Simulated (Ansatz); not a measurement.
A plane-wave DFT run in Ansatz 0.2.0 (scalar-relativistic PAW potentials unless the input names others): input and command.

```yaml
crystal:
  lattice:
    - [0.0, 1.9073059, 1.9073059]
    - [1.9073059, 0.0, 1.9073059]
    - [1.9073059, 1.9073059, 0.0]
  atoms:
    - { symbol: Os, position: [0.0, 0.0, 0.0] }
basis:
  ecutwfc: 420
  xc_grid: 2
kpoints:
  mp_grid: { grid: [6, 6, 6] }
hamiltonian:
  xc: pbe
scf:
  occupations: { method: gaussian, width: 0.1 }
output:
  forces: true
  eigenvalues: true
  stress: true
```

```bash
ansatz run input.yaml --threads 1 --pin off --max-ram 1331MiB --backend cpu --events-out ev --progress --plain --runs-dir out
```

Abridged log:
```
Basis set: ecut = 420 eV, 283 PW (Γ), exchange–correlation on 40×40×40 points (8 copies of the dense FFT grid, shifted against one another)
Bands: 12, of which v1, the nominal top of the filled ones, is band 8 counted from 1 (7 counted from 0)
Symmetry: 48 space group operations
k-points: 16 of 216
SCF iter   1: F=—  HF=-11384.329804 eV  |F-HF|=—  |Δ(HF+E_count)|=         —  Δρ=1.26e-2  dr2=4.85e-3  ethr=1.77e-3  ⟨swp⟩=5.0  Hψ=960  notcnv=0
SCF iter   2: F=—  HF=-11384.328750 eV  |F-HF|=—  |Δ(HF+E_count)|=   1.05e-3  Δρ=5.99e-3  dr2=1.02e-3  ethr=3.03e-5  ⟨swp⟩=1.1  Hψ=321  notcnv=0
SCF iter   3: F=—  HF=-11384.328792 eV  |F-HF|=—  |Δ(HF+E_count)|=   4.19e-5  Δρ=2.69e-4  dr2=4.99e-6  ethr=6.39e-6  ⟨swp⟩=1.1  Hψ=191  notcnv=0
SCF iter   4: F=—  HF=-11384.328792 eV  |F-HF|=—  |Δ(HF+E_count)|=   6.64e-7  Δρ=8.79e-5  dr2=7.50e-7  ethr=3.12e-8  ⟨swp⟩=2.3  Hψ=297  notcnv=0
SCF iter   5: F=-11384.328791 eV  HF=-11384.328791 eV  |F-HF|=6.96e-9  |Δ(HF+E_count)|=   2.62e-7  Δρ=2.02e-5  dr2=2.08e-8  ethr=4.69e-9  ⟨swp⟩=2.0  Hψ=288  notcnv=0
SCF iter   6: F=-11384.328791 eV  HF=-11384.328791 eV  |F-HF|=3.02e-10  |Δ(HF+E_count)|=   1.04e-8  Δρ=4.81e-6  dr2=1.25e-9  ethr=1.30e-10  ⟨swp⟩=2.1  Hψ=595  notcnv=0
SCF 1 converged in 6 iterations: F = -11384.328791 eV  dr2 = 1.25e-9
SCF converged after 6 iterations
Free energy (F): -11384.328791 eV
Harris-Foulkes:  -11384.328791 eV  (|F-HF|=3.02e-10)
Internal energy: -11384.328620 eV  (E = F + TS)
E sigma→0 (E₀):  -11384.328706 eV
Entropy (-TS):   -0.000171 eV (-0.171 meV/atom)
Fermi energy:    26.476409 eV
--- Forces (eV/Å), atoms counted from 1 ---
  atom   1  Os     0.00000000     0.00000000     0.00000000
--- Stress (GPa, compression-positive) ---
       14.979943       0.000000       0.000000
        0.000000      14.979943       0.000000
        0.000000       0.000000      14.979943
  P = ⅓ Tr σ = 14.9799 GPa (149.799 kbar)
```

Apart from outputs and empty bands, the input differs from a reference run on usual settings in basis.xc_grid: not typed → 2; kpoints.mp_grid.grid: [18, 18, 18] → [6, 6, 6]. The reference, at the same geometry (not necessarily relaxed), gave pressure 13.56 GPa, largest force 0.000 eV/Å, no gap on the mesh. This run converged in 6 SCF iterations (reference: 6) with an energy at zero smearing 63.45 meV/atom above the reference's, pressure 14.98 GPa, largest force 0.000 eV/Å, no gap on the mesh. Its k mesh is looser than usual, and the result moved.